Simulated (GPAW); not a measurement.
**Dielectric function and optical constants of BaTe**

Wanted: where BaTe starts to absorb, how strongly, and its refractive index. The cell comes from an older database entry, whose edges can differ from later determinations, mostly by under a per cent.

Program: GPAW 26.7.0. Level of theory: DFT, PBE, plane-wave PAW (GPAW data sets), scalar-relativistic, RPA, optical limit. Results are calculated unless marked as measured.

The database entry behind the starting cell differs from later determinations by our own check (about 2.5 % short), so it need not match the best structure at ambient conditions.

### Step 1. The structure

The structure is cubic, space group Fm-3m (No. 225). The conventional cell has a = 6.820 Å, b = 6.820 Å, c = 6.820 Å, α = 90.00°, β = 90.00°, γ = 90.00°. Nearest to Ba lie 6 Te at 3.41 Å. Nearest to Te lie 6 Ba at 3.41 Å. Farther neighbours and most contacts between anions are not listed.

### Step 2. Ground state

First the ground state: is it a metal or has it a gap?

This step: DFT, PBE, plane-wave PAW (GPAW data sets), scalar-relativistic, ground state (GPAW 26.7.0).

Contents of gs.py:

```python
from ase import Atoms
from ase.dft.bandgap import bandgap
from gpaw import GPAW, PW, FermiDirac

atoms = Atoms(['Ba', 'Te'],
              cell=[[0.000000000000, 3.410000000000, 3.410000000000],
                    [3.410000000000, 0.000000000000, 3.410000000000],
                    [3.410000000000, 3.410000000000, 0.000000000000]],
              scaled_positions=[[0.000000000000, 0.000000000000, 0.000000000000],
                                [0.500000000000, 0.500000000000, 0.500000000000]],
              pbc=[True, True, True])
atoms.calc = GPAW(mode=PW(500), xc='PBE', kpts={'size': (6, 6, 6), 'gamma': True},
                  occupations=FermiDirac(0.05), maxiter=150, txt='gs.txt')
print('energy (eV)', atoms.get_potential_energy())
print('Fermi level (eV)', atoms.calc.get_fermi_level())
print('valence electrons', atoms.calc.get_number_of_electrons())
print('gap (eV)', bandgap(atoms.calc, output=None)[0])
print('direct gap (eV)', bandgap(atoms.calc, direct=True, output=None)[0])
atoms.calc.write('gs.gpw')
```

Launch:

```console
OMP_NUM_THREADS=1 python gs.py
```

Contents of nscf.py:

```python
from ase.dft.bandgap import bandgap
from gpaw import GPAW, FermiDirac

calc = GPAW('gs.gpw').fixed_density(kpts={'size': (9, 9, 9), 'gamma': True}, nbands=53, convergence={'bands': 47},
                                    occupations=FermiDirac(0.001), txt='nscf.txt')
print('gap (eV)', bandgap(calc, output=None)[0])
print('direct gap (eV)', bandgap(calc, direct=True, output=None)[0])
print('top band over the Fermi level (eV)', min(calc.get_eigenvalues(kpt=k)[46] for k in range(len(calc.get_ibz_k_points()))) - calc.get_fermi_level())
calc.write('full.gpw', mode='all')
```

Contents of df.py:

```python
from gpaw.response.df import DielectricFunction

df = DielectricFunction('full.gpw', frequencies={'type': 'nonlinear', 'domega0': 0.03, 'omega2': 8},
                        ecut=60,
                        eta=0.2,
                        nbands=47,
                        txt='df.txt')
for direction in ['x']:
    df.get_dielectric_function(xc='RPA', direction=direction, filename=f'df_{direction}.csv')
```

Q: Predict the electronic dielectric constant ε∞, mean over x, y and z (RPA); and main peak of Im epsilon, first axis.

At this level (PBE, RPA) BaTe has ε∞ = 5.94 and n = 2.48 at 1550 nm, and Im ε peaks at 6.1 eV. On the mesh the gap is 1.39 eV and the least direct gap 1.76 eV, so on this mesh the band edges lie at different points. Local fields change the static value along x from 7.00 to 5.94 (-15 %).

* electronic dielectric constant ε∞, mean over x, y and z (by symmetry where fewer were run) (RPA): 5.94
* main peak of Im epsilon, first axis: 6.07 eV

Distinct maxima of Im ε, read by a parabola through the highest points, lie at 4.57 eV (6.3), 5.08 eV (6.9), 6.07 eV (6.9) and 9.66 eV (1.7). Excitons and phonon-assisted transitions are missing; PBE gaps are as a rule too small, which pulls the onset down and ε∞ up. Spin-orbit coupling is left out although heavy atoms are present. The sum runs over mesh points, so small or evenly spaced maxima can still be ripples of the mesh.

[Machine, clock and banner lines and Python warnings are left out of the logs.]

[Logs are printed without paths, hosts, clocks, repeated set-up lines and the standing remarks that a program may print on its own settings, such as how far it seeks lower states.]

[Hosts, paths, dates, database ids (printed as entryN), source tags and the programs' standing remarks are cut or masked in the printed files.]
